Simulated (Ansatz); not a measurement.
ZnTe:
```cif
data_TeZn
_chemical_formula_sum 'Te1 Zn1'
_space_group_name_H-M_alt 'P 1'
_space_group_IT_number 1
_cell_length_a 4.28919
_cell_length_b 4.28919
_cell_length_c 4.28919
_cell_angle_alpha 60.000
_cell_angle_beta 60.000
_cell_angle_gamma 60.000
loop_
_space_group_symop_operation_xyz
  'x, y, z'
loop_
_atom_site_label
_atom_site_type_symbol
_atom_site_fract_x
_atom_site_fract_y
_atom_site_fract_z
_atom_site_occupancy
Te1 Te 0.75000 0.75000 0.75000 1
Zn1 Zn 0.00000 0.00000 0.00000 1
```

Relaxed with PBEsol. PBEsol in the plane-wave PAW code Ansatz gives a gap of 1.24 eV.

Task: What gap does HSE06 give on the same cell (Ansatz, PAW)?

Result: 2.37 eV, 1.13 eV more. The hybrid was solved on a coarser mesh and at special points; its gap is the smallest among all of these.

| k | v1 PBEsol | c1 PBEsol | v1 HSE06 | c1 HSE06 |
|---|---|---|---|---|
| Γ | 0.00 | 1.24 | 0.00 | 2.37 |
| X | -2.25 | 2.19 | ___ | ___ |
| L | -0.93 | 1.73 | ___ | ___ |
| W | -2.71 | 4.56 | ___ | ___ |
| K | -1.87 | 2.56 | ___ | ___ |

Task: Top valence (v1) and lowest conduction level (c1) in eV from each method's valence maximum (which need not be a listed point): supply the withheld HSE06 values.

Result: 
- W, v1 HSE06: -2.83
- W, c1 HSE06: 5.64
- K, v1 HSE06: -1.98
- K, c1 HSE06: 3.44
- X, v1 HSE06: -2.38
- X, c1 HSE06: 3.05
- L, v1 HSE06: -0.98
- L, c1 HSE06: 2.72

Cost on shared cores: the PBEsol run (SCF on a 8×8×8 mesh, then bands and DOS) about 14 core-seconds (a rough figure), the HSE06 run (SCF on 6×6×6, then a few points) around 100 core-seconds (rough); the tasks are unlike.

Space group F-43m (zinc blende). Symmetry was held in the PBEsol relaxation. Spin–orbit coupling is left out wherever it is not named.

Potentials: the later of the program's two PAW sets.
